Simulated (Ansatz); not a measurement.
Relaxation of a periodic cell of 63 atoms, Si (host Si, host structure diamond, one Si atom removed), cell charge -1, to a largest force component of 0.03 eV/Å in at most 60 steps.

Method: DFT PBE, scalar-relativistic, plane waves, PAW in Ansatz 0.2.0. Settings: PAW set soft_1, cutoff 420 eV, k mesh 1x1x1, gaussian smearing 0.02 eV, spin collinear.

```xyz
63
Lattice="10.8600 0.0000 0.0000 0.0000 10.8600 0.0000 0.0000 0.0000 10.8600" Properties=species:S:1:pos:R:3
Si 5.430 0.000 0.000
Si 6.787 1.357 1.357
Si 8.145 2.715 0.000
Si 9.502 4.072 1.357
Si 8.145 0.000 2.715
Si 9.502 1.357 4.072
Si 0.000 0.000 0.000
Si 1.357 1.357 1.357
Si 2.715 2.715 0.000
Si 4.072 4.072 1.357
Si 5.430 5.430 0.000
Si 6.787 6.787 1.357
Si 8.145 8.145 0.000
Si 9.502 9.502 1.357
Si 2.715 0.000 2.715
Si 4.072 1.357 4.072
Si 5.430 2.715 2.715
Si 6.787 4.072 4.072
Si 8.145 5.430 2.715
Si 9.502 6.787 4.072
Si 5.430 0.000 5.430
Si 6.787 1.357 6.787
Si 8.145 2.715 5.430
Si 9.502 4.072 6.787
Si 8.145 0.000 8.145
Si 9.502 1.357 9.502
Si 0.000 5.430 0.000
Si 1.357 6.787 1.357
Si 2.715 8.145 0.000
Si 4.072 9.502 1.357
Si 0.000 2.715 2.715
Si 1.357 4.072 4.072
Si 2.715 5.430 2.715
Si 4.072 6.787 4.072
Si 5.430 8.145 2.715
Si 6.787 9.502 4.072
Si 0.000 0.000 5.430
Si 1.357 1.357 6.787
Si 2.715 2.715 5.430
Si 4.072 4.072 6.787
Si 5.430 5.430 5.430
Si 6.787 6.787 6.787
Si 8.145 8.145 5.430
Si 9.502 9.502 6.787
Si 2.715 0.000 8.145
Si 4.072 1.357 9.502
Si 5.430 2.715 8.145
Si 6.787 4.072 9.502
Si 8.145 5.430 8.145
Si 9.502 6.787 9.502
Si 0.000 8.145 2.715
Si 1.357 9.502 4.072
Si 0.000 5.430 5.430
Si 1.357 6.787 6.787
Si 2.715 8.145 5.430
Si 4.072 9.502 6.787
Si 0.000 2.715 8.145
Si 1.357 4.072 9.502
Si 2.715 5.430 8.145
Si 4.072 6.787 9.502
Si 6.787 9.502 9.502
Si 0.000 8.145 8.145
Si 1.357 9.502 9.502
```

Q: Where does it end, and by what steps?

A: The run converged. Limits of this set-up: coarse k mesh, a typed lattice constant that wasn't relaxed here, charged cell in a uniform background, uncorrected. After 3 steps the energy has fallen by 0.095 eV; Si60 moved furthest, 0.14 Å.

| step | energy less start (eV) | largest force component (eV/Å) | accepted |
| --- | --- | --- | --- |
| 0 | 0.0000 | 0.123 | yes |
| 1 | -0.0823 | 0.060 | yes |
| 2 | -0.0917 | 0.035 | yes |
| 3 | -0.0950 | 0.013 | yes |

```xyz
63
Lattice="10.8600 0.0000 0.0000 0.0000 10.8600 0.0000 0.0000 0.0000 10.8600" Properties=species:S:1:pos:R:3
Si 5.437 -0.030 -0.030
Si 6.781 1.347 1.347
Si 8.141 2.712 -0.004
Si 9.503 4.072 1.358
Si 8.141 -0.004 2.712
Si 9.503 1.358 4.072
Si -0.003 -0.004 -0.004
Si 1.357 1.358 1.358
Si 2.719 2.718 -0.004
Si 4.079 4.082 1.347
Si 5.423 5.460 -0.030
Si 6.784 6.791 1.351
Si 8.115 8.152 -0.030
Si 9.492 9.496 1.347
Si 2.719 -0.004 2.718
Si 4.079 1.348 4.082
Si 5.430 2.715 2.715
Si 6.781 4.083 4.083
Si 8.141 5.434 2.718
Si 9.493 6.794 4.082
Si 5.423 -0.030 5.460
Si 6.784 1.351 6.791
Si 8.141 2.718 5.434
Si 9.492 4.083 6.794
Si 8.115 -0.030 8.152
Si 9.493 1.348 9.496
Si 0.003 5.434 -0.004
Si 1.367 6.794 1.347
Si 2.745 8.138 -0.030
Si 4.076 9.499 1.351
Si 0.000 2.715 2.715
Si 1.357 4.072 4.072
Si 2.719 5.434 2.712
Si 4.076 6.791 4.079
Si 5.430 8.145 2.715
Si 6.784 9.499 4.079
Si 0.003 -0.004 5.434
Si 1.368 1.347 6.794
Si 2.719 2.712 5.434
Si 4.076 4.079 6.791
Si 5.437 5.460 5.460
Si 6.706 6.869 6.869
Si 8.115 8.138 5.460
Si 9.496 9.499 6.791
Si 2.745 -0.030 8.138
Si 4.076 1.351 9.499
Si 5.430 2.715 8.145
Si 6.784 4.079 9.499
Si 8.115 5.460 8.138
Si 9.496 6.791 9.499
Si 0.000 8.145 2.715
Si 1.368 9.496 4.083
Si -0.003 5.434 5.434
Si 1.364 6.791 6.791
Si 2.745 8.152 5.460
Si 4.154 9.421 6.869
Si 0.000 2.715 8.145
Si 1.367 4.082 9.496
Si 2.745 5.460 8.152
Si 4.154 6.869 9.421
Si 6.706 9.421 9.421
Si 0.000 8.145 8.145
Si 1.364 9.499 9.499
```

Whether the end is a true minimum wasn't checked by a vibrational analysis.

Run time: 41 s on 4 threads of Arm Neoverse V1, with other jobs on the host, peak memory 1.6 GiB.
